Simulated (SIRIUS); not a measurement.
# CaF2 (Fluorite) in SIRIUS: convergence with k mesh

Crystal: CaF2 (Fluorite).

```
CELL_PARAMETERS angstrom
0.00000 2.73100 2.73100
2.73100 0.00000 2.73100
2.73100 2.73100 0.00000
ATOMIC_POSITIONS crystal
Ca 0.00000 0.00000 0.00000
F 0.75000 0.75000 0.75000
F 0.25000 0.25000 0.25000
```

```yaml
Program: SIRIUS 7.10.0
Task: single point
Functional: PBE
Potentials_or_basis: GBRV 1.5 PBE (ultrasoft)
Cutoff: 557 eV
Density_cutoff: 5442 eV
k_mesh: 2 × 2 × 2
Occupations: gaussian, width 0.05 eV
Spin: no spin polarisation
```

These are the settings of the first run; the series varies k mesh, with any setting tied to it.

Hardware: 1 thread of Arm Neoverse V1, with other jobs on the host.

The values tried are 2 × 2 × 2, 3 × 3 × 3, 4 × 4 × 4, 6 × 6 × 6, 7 × 7 × 7, 8 × 8 × 8, 10 × 10 × 10, 12 × 12 × 12, loosest first. From which on does the pressure stay within 0.1 GPa of the tightest run that finished?

From 3 × 3 × 3 on.

```tsv
k mesh	energy less the tightest run, at zero smearing (meV/atom)	pressure (GPa)	gap on the mesh (eV)	SCF cycles	CPU time (s)	peak memory (GiB)
2 × 2 × 2	12.51	2.31	7.275	15	8	0.27
3 × 3 × 3	0.40	1.90	7.446	15	8.5	0.27
4 × 4 × 4	-0.02	1.91	7.291	15	10	0.28
6 × 6 × 6	-0.01	1.91	7.291	15	14	0.29
7 × 7 × 7	0.00	1.90	7.321	15	16	0.3
8 × 8 × 8	0.02	1.90	7.291	15	20	0.32
10 × 10 × 10	0.00	1.91	7.291	17	30	0.36
12 × 12 × 12	0.00	1.90	7.291	16	41	0.41
```

Against the tightest run, the energy stays within 1 meV/atom from 3 × 3 × 3 on; the gap on the mesh stays within 0.01 eV from 8 × 8 × 8 on. Meshes of other sizes hit other points, so gaps and Fermi surfaces needn't settle smoothly. The tightest run that finished is the yardstick and may itself not be fully converged.
